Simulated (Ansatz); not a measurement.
# Cd: the cost of one run

All numbers are computed with Ansatz 0.2.0 through its Python package. Level of theory: DFT PBE, plane waves, PAW.

### Step 1. The system

It takes space group P6_3/mmc (No. 194, hexagonal). Conventional cell: a = 3.093 Å, b = 3.093 Å, c = 10.431 Å, α = 90.00°, β = 90.00°, γ = 120.00°. Cd (site symmetry -3m) has 12 Cd at 3.09 to 3.16 Å in its first shell of neighbours. Around Cd (site symmetry -6m2) lie 12 Cd at 3.09 to 3.16 Å.

The script holds or builds the structure itself.

### Step 2. The script

strain_cd.py reads:

```python
# -*- coding: utf-8 -*-
"""A tetragonal strain scan of Cd."""

import ansatz
import matplotlib.pyplot as plt
import numpy as np

VECTORS = np.array([
    [3.093068, 0.0, 0.0],
    [-1.546534, 2.678675, 0.0],
    [0.0, 0.0, 10.430737],
])
SITES = [
    ("Cd", (0.0, 0.0, 0.0)),
    ("Cd", (1 / 3, 2 / 3, 0.25)),
    ("Cd", (0.0, 0.0, 0.5)),
    ("Cd", (2 / 3, 1 / 3, 0.75)),
]


def on_lattice(cell):
    crystal = ansatz.Crystal(lattice=ansatz.Lattice.of(cell))
    for symbol, position in SITES:
        crystal = crystal.atom(symbol, position)
    return crystal

# clamped ions: the fractional positions stay as typed
values = np.linspace(-0.02, 0.02, 5)
energies = []
for d in values:
    strain = np.diag([d, d, (1 + d) ** -2 - 1])
    cell = VECTORS @ (np.eye(3) + strain)
    calculation = on_lattice(cell).calculation()
    calculation = calculation.functional("pbe").pseudopotentials("paw")
    calculation = calculation.occupations(ansatz.OccupationsMethod.FERMI_DIRAC, width=0.15).basis(520)
    calculation = calculation.kpoints(13, 13, 4)
    rep = calculation.run().report
    energies.append(rep["free_energy_ev"] / len(SITES))
    print(f"d = {d:+.4f}  F = {energies[-1]:.5f} eV/atom")
energies = np.array(energies)

for value, e in zip(values, energies):
    print(f"strain {value:7.3f}   E - Emin = {1000 * (e - energies.min()):9.3f} meV/atom")
plt.figure(figsize=(4.5, 3))
plt.plot(values, 1000 * (energies - energies.min()), "o-")
plt.xlabel("strain")
plt.ylabel("meV/atom")
plt.tight_layout()
plt.savefig("strain.png", dpi=100)
curvature = 2 * np.polyfit(values, energies, 3)[1]
volume = abs(np.linalg.det(VECTORS)) / len(SITES)
print(f"d2E/dd2 over the volume: {curvature / volume * 160.21766:.1f} GPa")
```

### Step 3. The input behind the calls

The engine receives this input (first run):

```yaml
crystal:
  lattice:
    - [3.03120664, 0.0, 0.0]
    - [-1.51560332, 2.6251015, 0.0]
    - [0.0, 0.0, 10.860825697625991]
  atoms:
    - { symbol: Cd, position: [0.0, 0.0, 0.0] }
    - { symbol: Cd, position: [0.3333333333333333, 0.6666666666666666, 0.25] }
    - { symbol: Cd, position: [0.0, 0.0, 0.5] }
    - { symbol: Cd, position: [0.6666666666666666, 0.3333333333333333, 0.75] }
basis:
  ecutwfc: 520.0
kpoints:
  mp_grid:
    grid: [13, 13, 4]
hamiltonian:
  xc: pbe
  pseudopotentials:
    kind: paw
scf:
  occupations:
    method: fermi_dirac
    width: 0.15
```

### Step 4. Running it

On the command line:

```
python strain_cd.py
```

**Question.** How long does this script take on 1 thread of Intel Xeon 6975P-C (Granite Rapids), shared host, and how much memory does it need?

About 27 s, with a peak of 0.61 GiB.
